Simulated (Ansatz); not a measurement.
Relaxing Ru

Level of theory: DFT PBE, scalar-relativistic, plane waves, PAW in Ansatz. Run with 420 eV cutoff, 24×24×12 k-mesh, Gaussian smearing of 0.10 eV, no spin polarisation.

What was changed: biaxial strain in the a-b plane, c and atoms relaxed: +1.0 %.

Command:

```bash
ansatz run input.yaml --threads 1 --pin off --max-ram 2560MiB --backend cpu --events-out ev --progress --plain --runs-dir out
```

Input:

```yaml
crystal:
  lattice:
    - [2.7471967063, 0.0, 0.0]
    - [-1.3735983532, 2.3791421369, 0.0]
    - [0.0, 0.0, 4.2709901427]
  atoms:
    - { symbol: Ru, position: [0.3333333333, 0.6666666667, 0.25] }
    - { symbol: Ru, position: [0.6666666667, 0.3333333333, 0.75] }
basis:
  ecutwfc: 420
kpoints:
  mp_grid: { grid: [24, 24, 12] }
hamiltonian:
  xc: pbe
scf:
  occupations: { method: gaussian, width: 0.1 }
output:
  forces: true
  stress: true
  eigenvalues: true
relax:
  adjacent_minimum: "off"
  f_tol: 0.008
  max_steps: 40
  cell: { stress_tol: 0.015, fix: [a, b, gamma] }
```

F is the free energy. Steps run on the plane waves of an earlier cell, but the last one, and at times one on the way, on a freshly chosen basis, so a repeated geometry can differ a little in energy. The held parts of the cell keep their stress, so P needn't end at zero.

Steps:

| step | F − F(1) (eV) | largest force component (eV/Å) | V (Å³/atom) | P (GPa) |
| --- | --- | --- | --- | --- |
| 1 | 0.0000 | 0.000 | 13.958 | -3.90 |
| 2 | 0.0000 | 0.000 | 13.949 | -3.72 |
| 3 | 0.0000 | 0.000 | 13.953 | -3.80 |
| 4 | 0.0000 | 0.000 | 13.953 | -3.80 |

Relaxed structure:

```xyz
2
Lattice="2.7472 0.0000 0.0000 -1.3736 2.3791 0.0000 0.0000 0.0000 4.2696" Properties=species:S:1:pos:R:3 pbc="T T T"
Ru    0.0000    1.5861    1.0674
Ru    1.3736    0.7930    3.2022
```

It takes space group P6_3/mmc (No. 194, hexagonal). Conventional cell: a = 2.747 Å, b = 2.747 Å, c = 4.270 Å, α = 90.00°, β = 90.00°, γ = 120.00°. Around Ru (site symmetry -6m2) lie 12 Ru at 2.66 to 2.75 Å.

The run converged. It took 39 s on 1 thread of Arm Neoverse V2, on a shared host, peak memory 0.47 GiB.